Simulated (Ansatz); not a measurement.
**Al2Cu (Fm-3m), a film clamped to a substrate**

The calculation used DFT r2SCAN, scalar-relativistic, plane waves, PAW in Ansatz 0.2.0. The runs took a 500 eV cutoff, a Γ-centred 16×16×16 mesh and Gaussian smearing (0.15 eV). No spin polarisation. Energies are free energies at this smearing, counted from the undisturbed cell; pressure is positive in compression.

The undisturbed cell (relaxed at this level; it needn't be the usual structure):

```yaml
crystal:
  lattice:
    - [-2.02736, 2.02736, 2.86699]
    - [2.02736, -2.02736, 2.86699]
    - [2.02736, 2.02736, -2.86699]
  atoms:
    - { symbol: Al, position: [0.75000, 0.25000, 0.50000] }
    - { symbol: Al, position: [0.25000, 0.75000, 0.50000] }
    - { symbol: Cu, position: [0.50000, 0.50000, 0.00000] }
```

The cell (3 atoms, V0 = 47.14 Å³) is strained by p along both x and y and by q along z, fractional coordinates fixed. τp = (1/V0) ∂E/∂p = (σxx + σyy)(1 + p)(1 + q) and τq = (1/V0) ∂E/∂q = σzz(1 + p)², with tension positive.

| p | q | ΔE (meV/atom) | τp (GPa) | τq (GPa) |
| --- | --- | --- | --- | --- |
| 0.000 | 0.000 | 0.00 | -0.05 | -0.03 |
| -0.030 | 0.000 | 24.11 | -16.95 | -4.77 |
| 0.030 | 0.000 | 20.42 | 13.38 | 3.70 |
| 0.000 | -0.030 | 8.74 | -4.41 | -6.13 |
| 0.000 | 0.030 | 7.37 | 3.98 | 4.84 |

Q: Get the second derivatives of the energy density.

A: Central differences give A = ∂τp/∂p = 505 GPa (C11 + C22 + 2 C12), C = ∂τq/∂q = 183 GPa (C33) and the cross term B = ∂τq/∂p = 141 GPa (C13 + C23); ∂τp/∂q = 140 GPa must equal B, and any difference shows higher-order terms. Steps this large leave an error of some per cent of A or C in all of these, which can swamp a small B. The ions are clamped.

Q: A film of this crystal grows with z along the normal on a substrate that imposes p. How does its thickness respond, and what does the misfit cost?

A: Count p and q from the stress-free cell. A free surface needs τq = 0, so q = −(B/C) p = -0.77 p. The energy density left is (A − B²/C) p²/2 = M p², with the biaxial modulus M = 198 GPa; a misfit of 1 % costs 1.94 meV/atom, against 2.48 meV/atom if the thickness were held.

In a metal these slopes depend on the k mesh and the smearing.

The film thins under in-plane tension, but by much less than constant volume would require, so letting the thickness relax lowers the misfit cost only from 2.48 to 1.94 meV/atom. The lattice therefore resists changes of shape as well as of volume, which suggests some directional Al-Cu bonding on top of the metallic cohesion. Compression costs more than equal tension along either direction, as expected from the steep short-range repulsion between ions.

The atoms form a fluorite arrangement with z along a cube axis. Cubic symmetry then requires A to equal twice C plus B, which the slopes meet closely. These strains also leave every atom on a site fixed by symmetry, so clamping the ions costs nothing here.

The in-plane repeat, twice 2.02736 Å, nearly matches the cube edge of fcc aluminium. This fits the coherent broad faces of the closely related θ′ precipitates in Al-Cu alloys, whereas the equilibrium θ phase has a different tetragonal structure. Resistance to shear that tilts the cell axes remains untested.
